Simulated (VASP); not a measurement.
Wanted: the native input for a VASP 6.6.1 run.

```
Task                   : relaxation of the atoms
Functional             : PBEsol
Potentials or basis    : VASP PAW PBE potentials, release 64 (Cd, Te)
Cutoff                 : 600 eV
k mesh                 : 8 × 8 × 8
Occupations            : gaussian, width 0.03 eV
Spin                   : no spin polarisation
Further INCAR settings : ALGO = Normal; EDIFF = 1e-07; IBRION = 2; EDIFFG = -0.01; NSW = 40
```

The structure of CdTe lies in POSCAR:

```
CdTe                                    
1.0
    0.0000000000      3.2905372761      3.2905372761
    3.2905372761      0.0000000000      3.2905372761
    3.2905372761      3.2905372761      0.0000000000
  Cd              Te            
     1     1
Direct
     0.0000000000000000    0.0000000000000000    0.0000000000000000
     0.2500000000000000    0.2500000000000000    0.2500000000000000
```

The cell isn't the ideal one: a relaxed cell with its volume scaled by 1.04.

One way to write it, as run:

INCAR

```
PREC     = Accurate       # precision mode
ENCUT    = 600            # plane-wave cutoff, eV
EDIFF    = 1E-7           # SCF threshold, eV
ISMEAR   = 0              # smearing method
SIGMA    = 0.03           # smearing width, eV
LREAL    = F              # projectors in reciprocal space
LASPH    = T              # aspherical terms in the spheres
NELM     = 80             # most SCF steps
ALGO     = Normal         # electronic algorithm
ISIF     = 2              # what is computed and relaxed
LWAVE    = F              # write WAVECAR
LCHARG   = F              # write CHGCAR
GGA      = PS             # functional
IBRION   = 2              # ionic algorithm
NSW      = 40             # ionic steps
EDIFFG   = -0.01          # ionic threshold
```

KPOINTS

```
regular mesh
0
Gamma
  8 8 8
```

Potentials or basis: VASP PAW PBE potentials, release 64 (Cd, Te).

The run is started by

```console
$ cat potpaw_PBE.64/Cd/POTCAR potpaw_PBE.64/Te/POTCAR > POTCAR
$ mpirun -np 1 vasp_std > vasp.out
```

It gave:

```yaml
Pressure_after_relaxing: -1.5 GPa
Band_gap_on_the_k_mesh: 0.53 eV, direct
```

Caveat: the relaxation stopped at its first step, so nothing moved; the PAW data sets were made with another functional, which shifts forces and pressure a little; spin-orbit coupling is left out, which moves the levels of the heavy elements.

Wall time 53 s on 1 thread of Intel(R) Xeon(R) Platinum 8175M CPU @ 2.50GHz (Skylake/Cascade Lake) (shared host), peak memory 0.25 GiB.
